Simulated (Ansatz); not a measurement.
# Si2W (P6_222) in Ansatz: further runs

The runs below take Si2W through band structure, with PBEsol.

Everything below comes from runs of Ansatz 0.2.0. Logs are shortened: lines on timing, memory, paths and dates and some standing lists are left out, and cuts for length are marked.

### Step 1. The structure

Symmetry: P6_222, No. 180, hexagonal system. The conventional cell has a = 4.617 Å, b = 4.617 Å, c = 6.653 Å, α = 90.00°, β = 90.00°, γ = 120.00°. W (site symmetry 222) has 10 Si at 2.59 to 2.69 Å as nearest neighbours. Si (site symmetry 2) has 5 Si at 2.57 to 2.69 Å and 5 W at 2.59 to 2.69 Å as nearest neighbours.

Measurements of this composition are mostly on another form, of space group No. 139.

### Step 2. Band structure, PBEsol

input.yaml

```yaml
crystal:
  lattice:
    - [4.6168523821, 0.0, 0.0]
    - [-2.3084261911, 3.9983114484, 0.0]
    - [0.0, 0.0, 6.653222]
  atoms:
    - { symbol: W, position: [0.5, 0.0, 0.5] }
    - { symbol: W, position: [0.5, 0.5, 0.8333333333] }
    - { symbol: W, position: [0.0, 0.5, 0.1666666667] }
    - { symbol: Si, position: [0.327252, 0.163626, 0.1666666667] }
    - { symbol: Si, position: [0.836374, 0.163626, 0.8333333333] }
    - { symbol: Si, position: [0.163626, 0.327252, 0.5] }
    - { symbol: Si, position: [0.672748, 0.836374, 0.1666666667] }
    - { symbol: Si, position: [0.163626, 0.836374, 0.8333333333] }
    - { symbol: Si, position: [0.836374, 0.672748, 0.5] }
hamiltonian:
  xc: pbesol
  pseudopotentials: { kind: paw }
kpoints:
  mp_grid: { grid: [7, 7, 4] }
  band_path:
    path:
      - [[0.0, 0.0, 0.0], [0.5, 0.0, 0.0], [0.3333333333, 0.3333333333, 0.0], [0.0, 0.0, 0.0], [0.0, 0.0, 0.5], [0.5, 0.0, 0.5], [0.3333333333, 0.3333333333, 0.5], [0.0, 0.0, 0.5]]
      - [[0.5, 0.0, 0.5], [0.5, 0.0, 0.0]]
      - [[0.3333333333, 0.3333333333, 0.0], [0.3333333333, 0.3333333333, 0.5]]
    npoints: 10
scf:
  occupations: { method: fermi_dirac, width: 0.05 }
  n_extra_bands: 22
output:
  forces: true
  stress: true
  eigenvalues: true
  fatbands: true
```

Potentials or basis: Ansatz PAW.

On the command line:

```console
ansatz run input.yaml --threads 4 --pin off --max-ram 11264MiB --backend cpu --events-out ev --progress --plain --runs-dir out
```

Standard output:

```text
Warning: RAYON_NUM_THREADS=4 ignored (pool sized by the plan → 4); use --threads N
scf.n_extra_bands = 22 over 33 filled bands (N_el = 66.0): the run solves 55 bands
Engine: ansatz 0.2.0, aarch64-unknown-linux-gnu
Pseudopotentials: kind: paw
Pseudopotential: W, paw, valence charge 14, recommended cutoff 420 eV (normal), W.paw.azcp
Pseudopotential: Si, paw, valence charge 4, recommended cutoff 420 eV (normal), Si.paw.azcp
Functional definition: PBEsol
  exchange = pbesol_x
  correlation = pbesol_c
Crystal: 9 atoms, lattice volume = 122.816 Å³
Basis set: ecut = 420 eV, 2405 PW (Γ), exchange–correlation on 64×64×90 points (8 copies of the dense FFT grid, shifted against one another)
Bands: 55, of which v1, the nominal top of the filled ones, is band 33 counted from 1 (32 counted from 0)
Symmetry: 12 space group operations
Space group: P6222 (ITA 180), of the structure as read, at distance tolerance 5.0e-5 Å
k-points: 24 of 196 (time reversal used)
Non-local potential: W, projectors of the file, l = 0: 3, l = 1: 2, l = 2: 2, l = 3: 1
Non-local potential: Si, projectors of the file, l = 0: 2, l = 1: 2, l = 2: 2
PAW form: soft (Blöchl's): semilocal exchange-correlation on the pseudo side does not see the compensation charge
PAW frozen core: W, regenerated for the run's functional, and the local potential with it (the file was generated under x = pbe(κ = 0.804, μ = 0.2195149727645171), c = pbe(β = 0.06672455060314922))
PAW frozen core: Si, regenerated for the run's functional, and the local potential with it (the file was generated under x = pbe(κ = 0.804, μ = 0.2195149727645171), c = pbe(β = 0.06672455060314922))
PAW one-centre angular grid: W, 590 points (default); XC on 64 Gauss nodes
PAW one-centre angular grid: Si, 110 points (default); XC on 64 Gauss nodes
Initial density: superposition of atomic densities (neutral atoms: chi_scale 0, normalization atom), corrected by the library's trained network
Initial wavefunctions: pseudopotential atomic-orbital guess
Functional: x = pbesol(κ = 0.804, μ = 0.12345679012345678), c = pbesol(β = 0.046)
SCF iter   1: F=—  HF=-34502.059531 eV  |F-HF|=—  |Δ(HF+E_count)|=         —  Δρ=8.93e-3  dr2=1.40e-1  ethr=1.77e-3  ⟨swp⟩=5.4  Hψ=5774  notcnv=0  defer=135
preconditioner: auto → Resta (q_TF=auto, 2.460 Å⁻¹)  ε∞=5.9  [insulator: Δε(μ)=0.258 eV  Ē_g=9.836 eV  σ=0.050 eV  W_gap=0.86  n_scr=34 (ndim 8)  ℏωp=21.7 eV  f_vac=0.000  D(μ)=0.20/eV (n_scr^D=0)  ε∞_Penn≈5.9]
SCF iter   2: F=—  HF=-34502.037883 eV  |F-HF|=—  |Δ(HF+E_count)|=   2.16e-2  Δρ=4.68e-3  dr2=3.67e-2  ethr=2.13e-4  ⟨swp⟩=1.3  Hψ=1544  notcnv=0  defer=210
SCF iter   3: F=—  HF=-34502.030288 eV  |F-HF|=—  |Δ(HF+E_count)|=   7.60e-3  Δρ=4.03e-4  dr2=2.13e-4  ethr=5.57e-5  ⟨swp⟩=2.0  Hψ=1361  notcnv=0  defer=210
SCF iter   4: F=—  HF=-34502.030245 eV  |F-HF|=—  |Δ(HF+E_count)|=   4.30e-5  Δρ=5.57e-5  dr2=1.21e-6  ethr=3.23e-7  ⟨swp⟩=2.0  Hψ=1530  notcnv=0  defer=210
SCF iter   5: F=—  HF=-34502.030137 eV  |F-HF|=—  |Δ(HF+E_count)|=   1.07e-4  Δρ=7.68e-6  dr2=3.79e-8  ethr=1.52e-10  ⟨swp⟩=10.4  Hψ=7731  notcnv=0
SCF iter   6: F=-34502.030137 eV  HF=-34502.030137 eV  |F-HF|=2.18e-11  |Δ(HF+E_count)|=   2.39e-9  Δρ=6.13e-7  dr2=2.91e-10  ethr=5.74e-11  ⟨swp⟩=2.2  Hψ=3393  notcnv=0
SCF 1 converged in 6 iterations: F = -34502.030137 eV  dr2 = 2.91e-10
NSCF: frozen V_eff on 93 k-points
SCF converged after 6 iterations
Free energy (F): -34502.030137 eV
Harris-Foulkes:  -34502.030137 eV  (|F-HF|=2.18e-11)
Internal energy: -34502.026894 eV  (E = F + TS)
E sigma→0 (E₀):  -34502.028516 eV
Entropy (-TS):   -0.003243 eV (-0.360 meV/atom)
Fermi energy:    16.983977 eV
--- Per-component energies (eV) ---
  E_band       = -256.927654
  E_kinetic    = 1622.387644
  E_local      = -2868.576707  (includes V_loc(G=0)·N_el)
  E_nonlocal   = 159.959469
  E_hartree    = 1121.139546
  E_xc         = -1136.991119
  E_vxc        = -1014.486110  (∫ρ·V_xc dr)
  E_paw        = -28302.757899  (= ΣΔE_a)
  E_vpaw       = -398.490805  (= ΣTr[D̂ρ^β])
  E_aug_tail   = -0.000157  (compensation charges beyond the density's cutoff)
  E_ewald      = -5098.042412
  E_core_change = 0.854740  (= ΣΔE_core)
  E_smearing   = -0.003243  (= −TS)
  E_closure    = 0.000000  (closes the sum)
  Σ components = -34502.030137   (vs F -34502.030137, Δ=0.00e0)
--- Forces (eV/Å), atoms counted from 1 ---
  atom   1  W      0.00000000     0.00000000    -0.00000000
  atom   2  W     -0.00000000     0.00000000     0.00000000
  atom   3  W     -0.00000000     0.00000000    -0.00000000
  atom   4  Si     0.03063039     0.01768446     0.00000000
  atom   5  Si    -0.03063039     0.01768446     0.00000000
  atom   6  Si    -0.00000000     0.03536892    -0.00000000
  atom   7  Si    -0.03063039    -0.01768446    -0.00000000
  atom   8  Si     0.03063039    -0.01768446    -0.00000000
  atom   9  Si     0.00000000    -0.03536892     0.00000000
  max |Σ_I F_I| component: 9.02e-17 eV/Å
--- Stress (GPa, compression-positive) ---
       -5.564497      -0.000000       0.000000
       -0.000000      -5.564497      -0.000000
        0.000000      -0.000000      -5.732277
  P = ⅓ Tr σ = -5.6204 GPa (-56.204 kbar)
--- Band table (eV; the first three rows and the last of 24) ---
  k-point 0: bands = ["-57.2596", "-57.2477", "-57.2477", "-21.6562", "-21.6535", "-21.6535", "-21.6315", "-21.6315", "-21.5599", "-21.5260", "-21.5260", "-21.5120", "2.4105", "5.6306", "5.6306", "9.3931", "9.9347", "9.9347", "10.6293", "10.6293", "11.4289", "11.7877", "11.7877", "12.0631", "12.9694", "12.9694", "13.4754", "13.4754", "13.6131", "13.6131", "13.9691", "14.4096", "16.0416", "19.1727", "19.1727", "19.2410", "19.2899", "19.5641", "19.6558", "19.6558", "19.8415", "19.8415", "20.2890", "20.3060", "20.3060", "20.8447", "20.8447", "21.0103", "21.7112", "21.7112", "22.2520", "23.7969", "24.3499", "24.3499", "25.4434"]
  k-point 1: bands = ["-57.2585", "-57.2516", "-57.2448", "-21.6855", "-21.6490", "-21.6390", "-21.6258", "-21.6083", "-21.5621", "-21.5517", "-21.5253", "-21.5036", "2.6464", "4.3751", "6.8586", "9.5818", "9.8954", "10.2089", "10.2699", "10.8270", "11.0944", "11.2746", "11.4461", "11.5215", "13.1943", "13.2706", "13.2900", "13.6265", "13.8406", "14.1373", "14.3821", "14.4727", "16.5850", "18.2217", "18.9948", "19.4638", "19.5056", "19.5094", "19.5118", "19.5875", "19.7625", "19.8165", "20.0636", "20.1464", "20.6179", "20.6399", "20.9801", "21.0093", "21.1772", "22.7736", "23.0020", "23.1276", "23.3722", "24.1644", "24.6599"]
  k-point 2: bands = ["-57.2556", "-57.2556", "-57.2437", "-21.6970", "-21.6420", "-21.6331", "-21.6331", "-21.5639", "-21.5639", "-21.5611", "-21.5611", "-21.4951", "3.3287", "3.3287", "7.5664", "9.4888", "10.0247", "10.0247", "10.1393", "10.7851", "10.7851", "11.4042", "11.4042", "11.4334", "12.9291", "13.1952", "13.1952", "13.2090", "14.2635", "14.2635", "14.3926", "16.2505", "16.2505", "18.7180", "18.9855", "18.9855", "19.2112", "19.3943", "19.3943", "19.6322", "19.6856", "20.0235", "20.0792", "20.0792", "20.2631", "20.2631", "20.6005", "21.2301", "21.2301", "22.2718", "22.6581", "22.6581", "24.0429", "24.0429", "26.1839"]
  k-point 23: bands = ["-57.2555", "-57.2507", "-57.2485", "-21.6904", "-21.6748", "-21.6735", "-21.6134", "-21.5984", "-21.5809", "-21.5256", "-21.5227", "-21.4940", "5.3877", "5.4343", "6.1552", "6.8443", "7.0686", "7.9964", "10.3428", "10.6528", "11.2075", "11.6681", "12.7461", "12.7558", "13.2077", "13.2665", "13.4411", "13.5420", "14.6525", "15.0440", "15.3091", "15.6212", "16.4427", "17.4823", "17.7564", "17.7997", "18.3242", "18.7917", "18.9752", "19.1229", "19.5318", "20.0907", "20.1583", "20.6107", "21.5956", "21.6174", "21.8417", "22.3317", "22.6384", "22.9336", "23.0562", "23.7086", "23.9586", "24.0327", "25.9518"]
```

Run time: 18 s. Hardware: 4 threads of Arm Neoverse V2, shared host; peak memory 0.64 GiB.

What came out:

```yaml
Free_energy: -34502.0301 eV
Pressure: -5.6 GPa
Largest_force: 0.035 eV/Å
Band_gap_along_the_path: none (metal or under the smearing width)
```

Forces on the atoms (eV/Å):
```
W    0.000  0.000  0.000
W    0.000  0.000  0.000
W    0.000  0.000  0.000
Si   0.031  0.018  0.000
Si  -0.031  0.018  0.000
Si   0.000  0.035  0.000
Si  -0.031 -0.018  0.000
Si   0.031 -0.018  0.000
Si   0.000 -0.035  0.000
```

Stress tensor (GPa, compression positive):
```
-5.56  0.00  0.00
 0.00 -5.56  0.00
 0.00  0.00 -5.73
```

Levels at the corners of the path, in eV from the Fermi level:
| point | band 31 | band 32 | band 33 | band 34 | band 35 | band 36 |
| --- | --- | --- | --- | --- | --- | --- |
| Γ | -3.01 | -2.57 | -0.94 | 2.19 | 2.19 | 2.26 |
| M | -1.65 | -1.17 | -0.65 | 0.02 | 0.78 | 0.89 |
| K | -1.18 | -1.18 | -0.82 | 0.80 | 1.11 | 1.11 |
| Γ | -3.01 | -2.57 | -0.94 | 2.19 | 2.19 | 2.26 |
| A | -2.59 | -0.73 | -0.73 | 1.73 | 2.00 | 2.00 |
| L | -2.09 | -1.27 | 0.01 | 0.64 | 1.03 | 1.23 |
| H | -1.58 | -1.58 | -0.63 | 0.53 | 0.53 | 0.78 |
| A | -2.59 | -0.73 | -0.73 | 1.73 | 2.00 | 2.00 |
| L | -2.09 | -1.27 | 0.01 | 0.64 | 1.03 | 1.23 |
| M | -1.65 | -1.17 | -0.65 | 0.02 | 0.78 | 0.89 |
| K | -1.18 | -1.18 | -0.82 | 0.80 | 1.11 | 1.11 |
| H | -1.58 | -1.58 | -0.63 | 0.53 | 0.53 | 0.78 |

Caveat: spin-orbit coupling is left out, which moves the levels of the heavy elements; the PAW data sets come from PBE, with cores solved anew for the run's functional, which leaves a small shift of forces and pressure.

### Step 3. Band structure, PBEsol

input.yaml: that of step 2 with these lines changed.

```diff
@@ -17,3 +17,3 @@
   xc: pbesol
-  pseudopotentials: { kind: paw }
+  pseudopotentials: { kind: paw, source: jth, xc_functional: pbe }
 kpoints:
@@ -33,2 +33,2 @@
   eigenvalues: true
-  fatbands: true
+  fatbands: false
```

Potentials or basis: JTH PAW.

On the command line:

```console
ansatz run input.yaml --threads 4 --pin off --max-ram 11264MiB --backend cpu --events-out ev --progress --plain --runs-dir out
```

Run time: 47 s. Hardware: 4 threads of Arm Neoverse V2, shared host; peak memory 2.2 GiB.

Results (log left out):

```yaml
Free_energy: -34381.4911 eV
Pressure: -5.5 GPa
Largest_force: 0.033 eV/Å
Band_gap_along_the_path: none (metal or under the smearing width)
```

Forces in eV/Å, atoms in the order of the input:
```
W    0.000  0.000  0.000
W    0.000  0.000  0.000
W    0.000  0.000  0.000
Si   0.028  0.016  0.000
Si  -0.028  0.016  0.000
Si   0.000  0.033  0.000
Si  -0.028 -0.016  0.000
Si   0.028 -0.016  0.000
Si   0.000 -0.033  0.000
```

Stress tensor (GPa, compression positive):
```
-5.40  0.00  0.00
 0.00 -5.40  0.00
 0.00  0.00 -5.55
```

Levels at the corners of the path, in eV from the Fermi level:
```csv
point,band 30,band 31,band 32,band 33,band 34,band 35,band 36,band 37
Γ,-3.38,-3.03,-2.58,-0.93,2.22,2.22,2.26,2.30
M,-2.28,-1.65,-1.17,-0.64,0.02,0.78,0.89,0.96
K,-2.75,-1.17,-1.17,-0.82,0.80,1.12,1.12,1.26
Γ,-3.38,-3.03,-2.58,-0.93,2.22,2.22,2.26,2.30
A,-2.73,-2.60,-0.73,-0.73,1.74,2.00,2.00,2.23
L,-2.96,-2.09,-1.27,0.01,0.64,1.03,1.23,1.42
H,-1.95,-1.57,-1.57,-0.63,0.54,0.54,0.78,1.69
A,-2.73,-2.60,-0.73,-0.73,1.74,2.00,2.00,2.23
L,-2.96,-2.09,-1.27,0.01,0.64,1.03,1.23,1.42
M,-2.28,-1.65,-1.17,-0.64,0.02,0.78,0.89,0.96
K,-2.75,-1.17,-1.17,-0.82,0.80,1.12,1.12,1.26
H,-1.95,-1.57,-1.57,-0.63,0.54,0.54,0.78,1.69
```

Caveat: spin-orbit coupling is left out, which moves the levels of the heavy elements.
